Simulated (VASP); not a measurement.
**Te$_{2}$Mo (distorted 1T (CdI2) bulk): a PBEsol single-point calculation in VASP**

INCAR

```
IBRION = -1
SIGMA = 0.02
NBANDS = 20
PREC = Accurate
ISMEAR = -1
NELM = 120
EDIFF = 1E-7
ENCUT = 520
LCHARG = .FALSE.
GGA = PS
LASPH = .TRUE.
LREAL = .FALSE.
ISIF = 2
NSW = 0
LWAVE = .FALSE.
```

KPOINTS

```
KPOINTS created by Atomic Simulation Environment
0
Gamma
8 8 4
0 0 0
```

POSCAR

```
Mo Te
 1.0000000000000000
     3.5348999999999999   -0.0416000000000000   -0.0165000000000000
    -1.8033999999999999    3.0638000000000001   -0.0002000000000000
    -0.0338000000000000   -0.0199000000000000    6.9678000000000004
 Mo  Te
   1   2
Cartesian
  0.0818338600000000  0.0226884900000000  6.8159391800000000
 -0.1672585099999998  2.0006638300000001  1.8659161100000001
  1.6107680899999999  0.8716361000000000  5.3062259900000006
```

VASP ran with the recommended PBE PAW datasets (26 valence electrons in the cell).

Command

```
mpirun -np 1 vasp_std
```

OSZICAR

```
N       E                     dE             d eps       ncg     rms          rms(c)
DAV:   1     0.151844377818E+03    0.15184E+03   -0.12506E+04  5728   0.116E+03
DAV:   2    -0.122110035161E+02   -0.16406E+03   -0.15963E+03  6460   0.279E+02
DAV:   3    -0.184400895779E+02   -0.62291E+01   -0.61478E+01  6508   0.476E+01
DAV:   4    -0.185302349690E+02   -0.90145E-01   -0.90092E-01  6528   0.594E+00
DAV:   5    -0.185317787019E+02   -0.15437E-02   -0.15437E-02  6372   0.728E-01    0.179E+01
DAV:   6    -0.180957237380E+02    0.43605E+00   -0.24158E+00  5752   0.953E+00    0.718E+00
DAV:   7    -0.181209231694E+02   -0.25199E-01   -0.31156E+00  5724   0.726E+00    0.466E+00
DAV:   8    -0.179241501987E+02    0.19677E+00   -0.10746E+00  5624   0.481E+00    0.167E+00
DAV:   9    -0.179255289502E+02   -0.13788E-02   -0.38424E-02  6216   0.109E+00    0.661E-01
DAV:  10    -0.179244908455E+02    0.10381E-02   -0.12871E-02  5696   0.712E-01    0.309E-01
DAV:  11    -0.179243727067E+02    0.11814E-03   -0.10380E-03  6076   0.201E-01    0.482E-02
DAV:  12    -0.179243457029E+02    0.27004E-04   -0.85053E-05  5808   0.578E-02    0.325E-02
DAV:  13    -0.179243490672E+02   -0.33643E-05   -0.13989E-05  6036   0.205E-02    0.485E-03
DAV:  14    -0.179243489974E+02    0.69815E-07   -0.15709E-06  6012   0.775E-03    0.612E-03
DAV:  15    -0.179243489736E+02    0.23756E-07   -0.17168E-07  4896   0.259E-03
   1 F= -.17924349E+02 E0= -.17923384E+02  d E =-.192984E-02
```

From OUTCAR

```
k-points           NKPTS =    132   k-points in BZ     NKDIM =    132   number of bands    NBANDS=     20

   NELECT =      26.0000    total number of electrons

   dimension x,y,z NGX =    28 NGY =   28 NGZ =   54
   dimension x,y,z NGXF=    56 NGYF=   56 NGZF=  108

  energy-cutoff  :      520.00
  volume of cell :       74.94
      direct lattice vectors                 reciprocal lattice vectors
     3.534900000 -0.041600000 -0.016500000     0.284875466  0.167682220  0.001860798
    -1.803400000  3.063800000 -0.000200000     0.003872396  0.328671477  0.000957469
    -0.033800000 -0.019900000  6.967800000     0.000674706  0.000406512  0.143521756

 k-points in reciprocal lattice and weights: KPOINTS created by Atomic Simulation Env
   0.00000000  0.00000000  0.00000000       0.004
   0.12500000 -0.00000000  0.00000000       0.008
   0.25000000 -0.00000000  0.00000000       0.008
   0.37500000  0.00000000  0.00000000       0.008
   0.50000000 -0.00000000  0.00000000       0.004
   0.00000000  0.12500000  0.00000000       0.008
   0.12500000  0.12500000  0.00000000       0.008
   0.25000000  0.12500000  0.00000000       0.008
   ...

 E-fermi :   8.4427

 k-point     1 :       0.0000    0.0000    0.0000
  band No.  band energies     occupation
      1     -52.5888      2.00000
      2     -26.9059      2.00000
      3     -26.7187      2.00000
      4     -26.6660      2.00000
      5      -5.0881      2.00000
      6      -3.7442      2.00000
      7       2.1416      2.00000
      8       5.3084      2.00000
      9       5.4668      2.00000
     10       6.1788      2.00000
     11       7.2880      2.00000
     12       7.5201      2.00000
     13       8.4898      0.17332
     14      10.1020      0.00000
     15      10.2921      0.00000
     16      11.9721      0.00000
     17      12.1206      0.00000
     18      13.9456      0.00000
     19      14.5453      0.00000
     20      16.6327      0.00000

 k-point     2 :       0.1250   -0.0000    0.0000
  band No.  band energies     occupation
      1     -52.5869      2.00000
      2     -26.9136      2.00000
      3     -26.7273      2.00000
      4     -26.6728      2.00000
      5      -4.8593      2.00000
      6      -3.6126      2.00000
      7       2.4222      2.00000
      8       4.8180      2.00000
      9       5.5341      2.00000
     10       6.4023      2.00000
     11       6.9722      2.00000
     12       7.1203      2.00000
     13       8.3421      1.98703
     14       9.2794      0.00000
     15       9.9799      0.00000
     16      11.6348      0.00000
     17      11.8967      0.00000
     18      14.3857      0.00000
     19      15.1469      0.00000
     20      16.4972      0.00000

 k-point     3 :       0.2500   -0.0000    0.0000
  band No.  band energies     occupation
      1     -52.5824      2.00000
      2     -26.9400      2.00000
      3     -26.7410      2.00000
      4     -26.6879      2.00000
      5      -4.2294      2.00000
      6      -3.2530      2.00000
      7       3.1520      2.00000
      8       4.0483      2.00000
      9       5.1873      2.00000
     10       5.6134      2.00000
     11       6.7812      2.00000
     12       6.9493      2.00000
     13       7.3396      2.00000
     14       8.5313      0.02361
     15       9.4531      0.00000
     16      11.7685      0.00000
     17      11.9468      0.00000
     18      14.1985      0.00000
     19      14.7050      0.00000
     20      15.2484      0.00000

 k-point     4 :       0.3750    0.0000    0.0000
  band No.  band energies     occupation
      1     -52.5779      2.00000
      2     -26.9759      2.00000
      3     -26.7457      2.00000
      4     -26.7018      2.00000
      5      -3.4469      2.00000
      6      -2.7661      2.00000
      7       2.8298      2.00000
      8       3.7976      2.00000
      9       4.4285      2.00000
     10       5.3809      2.00000
     11       5.8784      2.00000
     12       7.0068      2.00000
     13       7.2386      2.00000
     14       8.7771      0.00000
     15       9.0194      0.00000
     16      11.2243      0.00000
     17      11.9135      0.00000
     18      13.5777      0.00000
     19      14.1386      0.00000
     20      14.5793      0.00000

 k-point     5 :       0.5000   -0.0000    0.0000
  band No.  band energies     occupation
      1     -52.5760      2.00000
      2     -26.9927      2.00000
      3     -26.7457      2.00000
      4     -26.7073      2.00000
      5      -3.0862      2.00000
      6      -2.4367      2.00000
      7       2.1020      2.00000
      8       3.5376      2.00000
      9       4.7723      2.00000
     10       5.2505      2.00000
     11       5.5610      2.00000
     12       6.9812      2.00000
     13       7.4194      2.00000
     14       8.8988      0.00000
     15       9.2190      0.00000
     16      10.2341      0.00000
     17      11.8222      0.00000
     18      13.1638      0.00000
     19      14.3382      0.00000
     20      14.6311      0.00000

 k-point     6 :       0.0000    0.1250    0.0000
  band No.  band energies     occupation
      1     -52.5871      2.00000
      2     -26.9080      2.00000
      3     -26.7199      2.00000
      4     -26.6840      2.00000
      5      -4.8640      2.00000
      6      -3.6104      2.00000
      7       2.4045      2.00000
      8       4.8950      2.00000
      9       5.3872      2.00000
     10       6.2204      2.00000
     11       6.8590      2.00000
     12       7.4539      2.00000
     13       8.5557      0.00702
     14       9.1874      0.00000
     15      10.0462      0.00000
     16      11.2722      0.00000
     17      12.1219      0.00000
     18      14.3693      0.00000
     19      15.3652      0.00000
     20      16.1442      0.00000

 k-point     7 :       0.1250    0.1250    0.0000
  band No.  band energies     occupation
      1     -52.5838      2.00000
      2     -26.9243      2.00000
      3     -26.7304      2.00000
      4     -26.6975      2.00000
      5      -4.4262      2.00000
      6      -3.3555      2.00000
      7       2.9327      2.00000
      8       4.2561      2.00000
      9       5.4080      2.00000
     10       5.7755      2.00000
     11       6.6577      2.00000
     12       6.9077      2.00000
     13       7.8630      2.00000
     14       8.7687      0.00000
     15       9.6528      0.00000
     16      11.0721      0.00000
     17      12.1017      0.00000
     18      14.6662      0.00000
     19      15.8988      0.00000
     20      16.0484      0.00000

 k-point     8 :       0.2500    0.1250    0.0000
  band No.  band energies     occupation
      1     -52.5793      2.00000
      2     -26.9563      2.00000
      3     -26.7402      2.00000
      4     -26.7104      2.00000
      5      -3.6938      2.00000
      6      -2.9269      2.00000
      7       3.3501      2.00000
      8       4.0236      2.00000
      9       4.2754      2.00000
     10       5.2142      2.00000
     11       6.1427      2.00000
     12       6.5411      2.00000
     13       7.4463      2.00000
     14       8.8344      0.00000
     15       9.2262      0.00000
     16      10.8715      0.00000
     17      11.9608      0.00000
     18      14.3171      0.00000
     19      14.8621      0.00000
     20      15.3764      0.00000

 k-point     9 :       0.3750    0.1250    0.0000
  band No.  band energies     occupation
      1     -52.5762      2.00000
      2     -26.9831      2.00000
      3     -26.7433      2.00000
      4     -26.7179      2.00000
      5      -3.0958      2.00000
      6      -2.4658      2.00000
      7       2.4450      2.00000
      8       3.5972      2.00000
      9       4.8190      2.00000
     10       4.9465      2.00000
     11       5.5781      2.00000
     12       6.0433      2.00000
     13       7.9531      2.00000
     14       8.7410      0.00000
     15       9.3122      0.00000
     16      10.5945      0.00000
     17      10.9864      0.00000
     18      13.5533      0.00000
     19      14.7929      0.00000
     20      15.4081      0.00000

 k-point    10 :       0.5000    0.1250    0.0000
  band No.  band energies     occupation
      1     -52.5764      2.00000
      2     -26.9834      2.00000
      3     -26.7462      2.00000
      4     -26.7133      2.00000
      5      -3.1141      2.00000
      6      -2.4815      2.00000
      7       2.4735      2.00000
      8       3.6359      2.00000
      9       4.7798      2.00000
     10       4.9510      2.00000
     11       5.6044      2.00000
     12       6.0300      2.00000
     13       7.9728      2.00000
     14       8.7631      0.00000
     15       9.1475      0.00000
     16      10.6369      0.00000
     17      11.0283      0.00000
     18      13.5401      0.00000
     19      14.7895      0.00000
     20      15.4086      0.00000

 ...

  Total        5.2840991      1.6532961      5.7086322      3.2423934     -2.8317300     -4.3689916
  in kB      112.9745393     35.3476264    122.0510975     69.3226782    -60.5426560    -93.4094545
  external PRESSURE =      90.1244211 kB  Pullay stress =       0.0000000 kB

 POSITION                                       TOTAL-FORCE (eV/Angst)
 -----------------------------------------------------------------------------------
      0.08183      0.02269      6.81594        -3.721703     -1.923960      5.900542
     -0.16726      2.00066      1.86592         0.372047      0.005917     -0.738156
      1.61077      0.87164      5.30623         3.349656      1.918043     -5.162387
 -----------------------------------------------------------------------------------
    total drift:                                0.000098     -0.000139     -0.000331

  FREE ENERGIE OF THE ION-ELECTRON SYSTEM (eV)
  ---------------------------------------------------
  free  energy   TOTEN  =       -17.9243489736 eV

  energy  without entropy=      -17.9224191316  energy(sigma->0) =      -17.92338405
```

```
gap between bands v and c on the k mesh : -0.29 eV (bands overlap: a metal)
least direct gap on the k mesh          : 0.21 eV
pressure                                : 9.0 GPa
largest force                           : 7.24 eV/Å
```

Band v is the last that the valence electrons fill when counted band by band, and c is the next.

The run took about 79 s on one core of a shared host (Intel Xeon 6975P-C) and held 0.32 GiB at most.
